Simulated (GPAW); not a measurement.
Runs of GPAW 26.7.0 on CoO. The structure is tetragonal, space group I4/mmm (No. 139). Conventional cell: a = 3.016 Å, b = 3.016 Å, c = 4.215 Å, α = 90.00°, β = 90.00°, γ = 90.00°. Around Co (site symmetry 4/mmm) lie 6 O at 2.11 to 2.13 Å. Around O (site symmetry 4/mmm) lie 6 Co at 2.11 to 2.13 Å. 

```csv
task,level,potentials or basis,U,cell,cutoff (eV),smearing,maxiter,optimizer,fmax,max steps,target pressure,gap on the mesh (eV),pressure (GPa),moment (μB),relaxed volume (Å³/atom)
relaxation of cell and atoms,PBE,"GPAW PAW data sets (gpaw-data 1.2.1), pw",-,relaxed to 2 GPa,800,fermi-dirac 0.05 eV,150,BFGS,0.02 eV/Å,60,2 GPa,none,2.0,2.85,-
relaxation of cell and atoms,PBEsol+D3(BJ),"PAW data sets generated in the run's folder for this functional, pw",-,relaxed,800,fermi-dirac 0.05 eV,150,BFGS,0.02 eV/Å,60,-,none,0.2,2.73,8.94
relaxation of cell and atoms,PBE,"GPAW PAW data sets (gpaw-data 1.2.1), pw",-,relaxed,800,fermi-dirac 0.05 eV,150,BFGS,0.02 eV/Å,60,-,none,0.0,2.89,(a)
relaxation of cell and atoms,PBEsol,"PAW data sets generated in the run's folder for this functional, pw",-,relaxed,800,fermi-dirac 0.05 eV,150,BFGS,0.02 eV/Å,60,-,none,-0.2,(c),9.12
single point from a typed occupation,PBE+U,"GPAW PAW data sets (gpaw-data 1.2.1), pw",Co d U = 5 eV,as given,600,gaussian 0.05 eV,120,-,-,-,-,(b),6.7,3.00,-
```

Alike in all rows: spin collinear, ferromagnetic start; k mesh 9 × 9 × 9.

Estimate the missing entries.

(a) 9.60; (b) 1.76; (c) 2.76.

Caveats: a cell with one magnetic atom can't hold antiferromagnetic order, which such compounds often take; each step starts from the last one's moments, so a moment once lost doesn't come back (some runs); later steps reuse the first step's grids (some runs); semilocal functionals often make such compounds metallic where correlation or magnetic order opens a gap, which also shifts bond lengths (some runs); pairwise dispersion overbinds metals, which lowers pressure and volume (some runs); the cutoff is short for stress and forces, so pressures can be off by a GPa or more (some runs); the occupation matrix was held by a function in the script for the first cycles and then freed (some runs).

A k mesh can miss the band edges.

A gap of «none» marks a metal or a gap under the smearing width.
